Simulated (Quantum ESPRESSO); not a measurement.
## As under changes of volume

One of the cells (21.530 Å³/atom); the others are scaled copies at fixed shape and fractional positions:

```xyz
2
Lattice="1.8808 1.0859 3.5141 -1.8808 1.0859 3.5141 0.0000 -2.1718 3.5141" Properties=species:S:1:pos:R:3 pbc="T T T"
As    0.0000    0.0000    2.3825
As    0.0000    0.0000    8.1597
```

| Item | Value |
| --- | --- |
| Program | Quantum ESPRESSO 7.5 |
| Functional | LDA |
| Potentials or basis | PseudoDojo 0.4 FR PBE standard |
| Cutoff | 1143 eV |
| Density cutoff | 4572 eV |
| k mesh | 5 × 5 × 5 |
| Occupations | fermi-dirac, width 0.05 eV |
| Spin | spin-orbit coupling, no magnetisation |

| volume (Å³/atom) | energy over the lowest point (meV/atom) | pressure (GPa) | largest force (eV/Å) |
| --- | --- | --- | --- |
| 20.239 | ? | ? | ? |
| 20.669 | 0.74 | 1.1 | 0.280 |
| 21.100 | 0.00 | -0.7 | 0.143 |
| 21.530 | 3.71 | -2.2 | 0.015 |
| 21.961 | 11.41 | -3.6 | 0.105 |
| 22.392 | 22.70 | -4.9 | 0.218 |
| 22.822 | 37.18 | -6.0 | 0.323 |

Task: What does the run at 20.239 Å³/atom give?

Result: Energy over the lowest point 6.42 meV/atom; pressure 3.0 GPa; largest force 0.427 eV/Å.

Worked out: A Birch-Murnaghan fit of order 3 (a polynomial in V^(-2/3)) to the other rows has its minimum at 20.95 Å³/atom with B0 = V·E''(V) = 83 GPa and B' = 4.3 at fixed shape and positions, which overstates the stiffness. It gives 6.42 meV/atom at 20.239 Å³/atom, against the run's 6.42, and -dE/dV = 3.1 GPa, against 3.0.

Energies are extrapolated to zero smearing.

Caveats: all runs use coarse meshes; the potentials were made for another functional, which shifts forces and pressure.
